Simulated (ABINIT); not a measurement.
# CuAu3 (Pm-3m) in ABINIT: phonons with LDA

Aim: the phonons of CuAu3 with LDA.

Program: ABINIT 10.8.3 (patched build). These are calculated values, not measurements. Logs are shortened: lines on timing, memory, paths and dates and some standing lists are left out, and cuts for length are marked. The log counts tension as positive stress, the text compression.

## Step 1: The crystal as given

It takes space group Pm-3m (No. 221, cubic). The conventional cell has a = 3.980 Å, b = 3.980 Å, c = 3.980 Å, α = 90.00°, β = 90.00°, γ = 90.00°. Au (site symmetry 4/mmm) is surrounded by 8 Au at 2.81 Å and 4 Cu at 2.81 Å. Around Cu (site symmetry m-3m) lie 12 Au at 2.81 Å.

## Step 2: Phonons, LDA

run.abi

```
# Datasets
ndtset 2

# Pseudopotentials
pp_dirpath "./"
pseudos "Au.hgh, Cu.hgh"

# Structure
acell 3.98 3.98 3.98 Angstrom
rprim
     1.0000000000     0.0000000000     0.0000000000
     0.0000000000     1.0000000000     0.0000000000
     0.0000000000     0.0000000000     1.0000000000
ntypat 2
znucl 79 29
natom 4
typat 1 1 1 2
xred
            1/2            1/2            0.0
            1/2            0.0            1/2
            0.0            1/2            1/2
            0.0            0.0            0.0

# Plane-wave basis
ecut 15.0

# k points
ngkpt 8 8 8
nshiftk 1
shiftk 0.0 0.0 0.0

# Exchange and correlation
ixc 7

# Bands and occupations
nband 10
occopt 4
tsmear 0.1 eV

# SCF cycle
nstep 80

# Output
prteig 0
prtebands 0
prtwf 0
prtden 0
prtpot 0

# Dataset 1: ground state
kptopt1 1
tolvrs1 1.0e-15
prtwf1 1
tolwfr1 1.0e-14
nbdbuf1 4
nline1 6

# Dataset 2: response at q = 0 to atomic displacements
rfphon2 1
rfatpol2 1 4
rfdir2 1 1 1
getwfk2 1
kptopt2 2
nqpt2 1
qpt2 0.0 0.0 0.0
tolvrs2 1.0e-10
```

mrgddb.in

```
merged_DDB
CuAu3
2
runo_DS1_DDB
runo_DS2_DDB
```

anaddb.abi

```
ddb_filepath "merged_DDB"
output_file "anaddb.abo"
outdata_prefix "ana"
asr 1
chneut 0
dipdip 0
dieflag 0
enunit 0
eivec 0
nph1l 1
qph1l 0.0 0.0 0.0 1.0
```

Potentials or basis: HGH LDA.

Launch:

```bash
abinit run.abi > log 2>&1
mrgddb < mrgddb.in > mrgddb.log 2>&1
anaddb anaddb.abi > anaddb.log 2>&1
```

run.abo:

```text
.Version 10.8.3 of ABINIT
 DATASET    1 : space group Pm -3 m (#221); Bravais cP (primitive cubic)
================================================================================
 Values of the parameters that define the memory need for DATASET  1.
     intxc =       0    ionmov =       0      iscf =       7    lmnmax =       6
     lnmax =       6     mgfft =      30  mpssoang =       3    mqgrid =    3001
     natom =       4  nloc_mem =       1    nspden =       1   nspinor =       1
    nsppol =       1      nsym =      48    n1xccc =       0    ntypat =       2
    occopt =       4   xclevel =       1
       mpw =        1197          nfft =       27000          nkpt =          35
================================================================================
================================================================================

 DATASET    2 : space group Pm -3 m (#221); Bravais cP (primitive cubic)
================================================================================
 Values of the parameters that define the memory need for DATASET  2 (RF).
     intxc =       0      iscf =       7    lmnmax =       6     lnmax =       6
     mgfft =      30  mpssoang =       3    mqgrid =    3001     natom =       4
  nloc_mem =       1    nspden =       1   nspinor =       1    nsppol =       1
      nsym =      48    n1xccc =       0    ntypat =       2    occopt =       4
   xclevel =       1
      nfft =       27000          nkpt =         260
================================================================================
================================================================================

--------------------------------------------------------------------------------
------------- Echo of variables that govern the present computation ------------
--------------------------------------------------------------------------------
 -outvars: echo values of preprocessed input variables --------
            acell      7.5211099811E+00  7.5211099811E+00  7.5211099811E+00 Bohr
              amu      1.96966540E+02  6.35460000E+01
             ecut      1.50000000E+01 Hartree
           getwfk1          0
           getwfk2          1
                       outvar_i_n : Printing only first  50 k-points.
              ixc           7
           jdtset        1    2
                       outvar_i_n : Printing only first  50 k-points.
           kptopt1          1
           kptopt2          2
         kptrlatt        8    0    0      0    8    0      0    0    8
          kptrlen      6.01688798E+01
            natom           4
            nband1         10
            nband2         10
           nbdbuf1          4
           nbdbuf2          2
           ndtset           2
[... 266 lines left out ...]
 Unit cell volume ucvol=  4.2544735E+02 bohr^3
 Angles (23,13,12)=  9.00000000E+01  9.00000000E+01  9.00000000E+01 degrees
 setup1 : take into account q-point for computing boxcut.

 getcut: wavevector=  0.0000  0.0000  0.0000  ngfft=  30  30  30
         ecut(hartree)=     15.000   => boxcut(ratio)=   2.28786

 getcut : COMMENT -
  Note that boxcut > 2.2 ; recall that boxcut=Gcut(box)/Gcut(sphere) = 2
  is sufficient for exact treatment of convolution.
  Such a large boxcut is a waste : you could raise ecut
  e.g. ecut=   19.628558 Hartrees makes boxcut=2

--------------------------------------------------------------------------------

 ==>  initialize data related to q vector <==

 The list of irreducible perturbations for this q vector is:
    1)    idir= 1    ipert=   1
    2)    idir= 3    ipert=   1
    3)    idir= 1    ipert=   4

================================================================================
[... 164 lines left out ...]
 2DEtotal=   -0.5194893680E+00 Ha. Also 2DEtotal=   -0.141360258444E+02 eV
    (2DErelax=   -8.0902904612E+00 Ha. 2DEnonrelax=    7.5708010932E+00 Ha)
    (  non-var. 2DEtotal :   -5.1948933073E-01 Ha)

================================================================================

 ---- first-order wavefunction calculations are completed ----

 ==> Compute Derivative Database <==

  Dynamical matrix, in cartesian coordinates,
   if specified in the inputs, asr has been imposed
     j1       j2             matrix element
  dir pert dir pert     real part    imaginary part

   1    1   1    1        -0.0031567964         0.0000000000
   1    1   1    2        -0.0243508464         0.0000000000
   1    1   1    3         0.0135843685         0.0000000000
   1    1   1    4         0.0139232744         0.0000000000
[... 51 lines left out ...]
   3    4   3    1        -0.0186621268         0.0000000000
   3    4   3    2         0.0139232753         0.0000000000
   3    4   3    3         0.0139232753         0.0000000000
   3    4   3    4        -0.0091844237         0.0000000000

  Phonon wavevector (reduced coordinates) :  0.00000  0.00000  0.00000
 Phonon energies in Hartree :
  -4.765565E-04 -4.765565E-04 -4.765565E-04  0.000000E+00  0.000000E+00
   0.000000E+00  2.179770E-04  2.179770E-04  2.179770E-04  2.429577E-04
   2.429577E-04  2.429577E-04
 Phonon frequencies in cm-1    :
  -1.045921E+02 -1.045921E+02 -1.045921E+02  0.000000E+00  0.000000E+00
   0.000000E+00  4.784041E+01  4.784041E+01  4.784041E+01  5.332306E+01
   5.332306E+01  5.332306E+01

== END DATASET(S) ==============================================================
================================================================================

 -outvars: echo values of variables after computation  --------
            acell      7.5211099811E+00  7.5211099811E+00  7.5211099811E+00 Bohr
           etotal1    -2.2150284384E+00
           etotal2    -5.1948936804E-01
            fcart1    -0.0000000000E+00 -0.0000000000E+00 -0.0000000000E+00
                      -0.0000000000E+00 -0.0000000000E+00 -0.0000000000E+00
                      -0.0000000000E+00 -0.0000000000E+00 -0.0000000000E+00
                      -0.0000000000E+00 -0.0000000000E+00 -0.0000000000E+00
            fcart2     0.0000000000E+00  0.0000000000E+00  0.0000000000E+00
                       0.0000000000E+00  0.0000000000E+00  0.0000000000E+00
                       0.0000000000E+00  0.0000000000E+00  0.0000000000E+00
                       0.0000000000E+00  0.0000000000E+00  0.0000000000E+00
           strten1     2.2089218117E-03  2.2089218117E-03  2.2089218117E-03
                       0.0000000000E+00  0.0000000000E+00  0.0000000000E+00
           strten2     0.0000000000E+00  0.0000000000E+00  0.0000000000E+00
                       0.0000000000E+00  0.0000000000E+00  0.0000000000E+00
           xangst      1.9900000000E+00  1.9900000000E+00  0.0000000000E+00
                       1.9900000000E+00  0.0000000000E+00  1.9900000000E+00
                       0.0000000000E+00  1.9900000000E+00  1.9900000000E+00
                       0.0000000000E+00  0.0000000000E+00  0.0000000000E+00
             xred      5.0000000000E-01  5.0000000000E-01  0.0000000000E+00
                       5.0000000000E-01  0.0000000000E+00  5.0000000000E-01
                       0.0000000000E+00  5.0000000000E-01  5.0000000000E-01
                       0.0000000000E+00  0.0000000000E+00  0.0000000000E+00
 Calculation completed.
```

anaddb.abo:

```text
.Version 10.8.3 of ANADDB
================================================================================

 -outvars_anaddb: echo values of input variables ----------------------
[... 61 lines left out ...]
 Symmetry characters of vibration mode #  10
       degenerate with vibration modes #  11 to   12
  3.0 -3.0 -1.0  1.0 -1.0  1.0 -1.0  1.0 -1.0  1.0  1.0 -1.0 -1.0  1.0  1.0 -1.0
  0.0 -0.0 -0.0  0.0  0.0 -0.0 -0.0  0.0 -1.0  1.0  1.0 -1.0  1.0 -1.0 -1.0  1.0
  0.0 -0.0  0.0 -0.0 -0.0  0.0 -0.0  0.0 -1.0  1.0 -1.0  1.0  1.0 -1.0  1.0 -1.0

================================================================================

 anaddb : the run completed successfully.
```

Run time: 88 s. Hardware: 1 thread of Arm Neoverse V1, shared host; peak memory 0.13 GiB.

Results:

| Item | Value |
| --- | --- |
| Free energy | -60.2740 eV |
| Pressure | -65.0 GPa |
| Band gap on the k mesh | none (metal or under the smearing width) |
| Highest phonon frequency at Γ | 53 cm⁻¹ |
| Most unstable mode | 105i cm⁻¹ |

Phonon frequencies in cm⁻¹ (negative: imaginary):
```
              q point                             frequencies
(0.000, 0.000, 0.000)  -105 -105 -105 0 0 0 48 48 48 53 53 53
```

Caveat: some modes are imaginary; the cell is more than 3 GPa from zero pressure, which shifts response properties; a pressure of tens of GPa on the cell as given is suspect, and the run, the potentials or the cell itself is likely at fault; HGH potentials are hard and often keep d shells in the core, so these values are rough. The run has no spin-orbit coupling, so splittings on Au are missing.
